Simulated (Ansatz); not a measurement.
Here is an Ansatz 0.2.0 calculation.

File input.yaml:

```yaml
crystal:
  lattice:
    - [1.725725178, 0.9963478961, 3.1296800121]
    - [-1.725725178, 0.9963478961, 3.1296800121]
    - [0.0, -1.9926957921, 3.1296800121]
  atoms:
    - { symbol: P, position: [0.77291975, 0.77291975, 0.77291975], spin: 0.5 }
    - { symbol: P, position: [0.22708025, 0.22708025, 0.22708025], spin: -0.5 }
kpoints:
  mp_grid: { grid: [9, 9, 9] }
scf:
  occupations: { method: fermi_dirac, width: 0.01 }
hamiltonian:
  xc: lda
  pseudopotentials: { kind: all_electron, datasets: crystal }
magnetization:
  spin_polarized: true
output:
  forces: true
  stress: true
  eigenvalues: true
  elf: true
  volumetric_format: npy
```

Potentials or basis: all-electron PAW datasets made for the crystal.

The run is started by

```bash
$ ansatz run input.yaml --threads 1 --pin off --max-ram 2560MiB --backend cpu --events-out ev --progress --plain --runs-dir out
```

Estimate the absolute moment.

0.00 μB per cell.

Predict the pressure.

-2.9 GPa.

Estimate the band gap on the k mesh.

none (metal or under the smearing width).

Forces on the atoms (eV/Å):
```
P    0.000  0.000 -0.157
P    0.000  0.000  0.157
```

Caveat: the starting moments weren't kept.
